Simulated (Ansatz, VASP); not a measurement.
# One calculation of Mo, two programs

The input INCAR:

```
SYSTEM = Mo
ALGO = Normal ; EDIFF = 1E-7
ENCUT = 520 ; GGA = CA
ISIF = 2 ; ISMEAR = -1
LASPH = .True. ; LCHARG = .True.
LELF = .True. ; LREAL = .False.
LVHAR = .True. ; LWAVE = .False.
NBANDS = 13 ; NELM = 100
PREC = Accurate ; SIGMA = 0.05
```

KPOINTS

```
k-points
0
Gamma
  12 12 12
  0 0 0
```

File POSCAR:

```
Mo
1.0
   -1.5942980787      1.5942980787      1.5942980787
    1.5942980787     -1.5942980787      1.5942980787
    1.5942980787      1.5942980787     -1.5942980787
Mo
1
Direct
    0.0000000000      0.0000000000      0.0000000000
```

The input input.yaml:

```yaml
crystal:
  lattice:
    - [-1.5942980787, 1.5942980787, 1.5942980787]
    - [1.5942980787, -1.5942980787, 1.5942980787]
    - [1.5942980787, 1.5942980787, -1.5942980787]
  atoms:
    - { symbol: Mo, position: [0.0, 0.0, 0.0] }
kpoints:
  mp_grid: { grid: [12, 12, 12] }
scf:
  occupations: { method: fermi_dirac, width: 0.05 }
hamiltonian:
  xc: lda
  pseudopotentials: { kind: all_electron, lapw: { basis_error: 0.001 } }
output:
  forces: true
  stress: true
  eigenvalues: true
```

Change from the starting cell: volume scaled by 1.02.

Alike in both runs: task single point; functional LDA; k mesh 12 × 12 × 12; occupations fermi-dirac, width 0.05 eV; no spin polarisation.

|  | VASP | Ansatz |
| --- | --- | --- |
| version | VASP 6.6.1 | Ansatz 0.2.0 |
| potentials or method | VASP PAW LDA potentials, release 64 (Mo_sv) | all-electron LAPW, scalar-relativistic |
| plane-wave cutoff (eV) | 520 | see its input |

VASP gave:

| Quantity | Value |
| --- | --- |
| gap on the k mesh at the Fermi level (eV) | none |
| pressure (GPa) | -17.7 |

Problem. Which values does Ansatz return?

Solution. gap on the k mesh at the Fermi level (eV): none; pressure (GPa): -18.6.

A gap of «none» marks a metal or a gap that the smearing closes. Ansatz ran all-electron here, so the differences hold the error of VASP's frozen core and of both bases.

Caveats: so large a pressure means that the cell lies far from this level's equilibrium, or that cutoff or potentials fall short (VASP).
